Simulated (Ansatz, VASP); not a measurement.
# Re in VASP and in Ansatz

INCAR

```
  ALGO = Normal
  EDIFF = 1E-6
  ENCUT = 520
  GGA = PE
  ISIF = 2
  ISMEAR = -1
  LASPH = T
  LCHARG = F
  LREAL = F
  LWAVE = F
  NBANDS = 10
  NELM = 100
  PREC = Accurate
  SIGMA = 0.1
```

File KPOINTS:

```
k-points
0
Gamma
  10 10 10
```

Contents of POSCAR:

```
Re
1.0
    0.0000000000      1.9750000000      1.9750000000
    1.9750000000      0.0000000000      1.9750000000
    1.9750000000      1.9750000000      0.0000000000
Re
1
Direct
    0.0000000000      0.0000000000      0.0000000000
```

Input for Ansatz:

```yaml
crystal:
  lattice:
    - [0.0, 1.975, 1.975]
    - [1.975, 0.0, 1.975]
    - [1.975, 1.975, 0.0]
  atoms:
    - { symbol: Re, position: [0.0, 0.0, 0.0] }
basis:
  ecutwfc: 500.0
kpoints:
  mp_grid:
    grid: [10, 10, 10]
hamiltonian:
  xc: pbe
scf:
  occupations:
    method: fermi_dirac
output:
  stress: true
```

This isn't the form of Re at room conditions, which is hcp.

Alike in both runs: task single point; functional PBE; k mesh 10 × 10 × 10; no spin polarisation.

|  | VASP | Ansatz |
| --- | --- | --- |
| version | VASP 6.6.1 | Ansatz 0.2.0 |
| potentials or method | VASP PAW PBE potentials, release 64 (Re) | plane waves, PAW |
| plane-wave cutoff (eV) | 520 | 500 |
| occupations | fermi-dirac, width 0.1 eV | fermi-dirac |
| valence electrons in the cell | 7 | 15 |

```tsv
	VASP	Ansatz	Ansatz less VASP
pressure (GPa)	-9.9	-9.2	+0.64
```

The two sets of potentials don't hold the same shells in valence.

The runs have no spin-orbit coupling, so splittings on Re are missing.
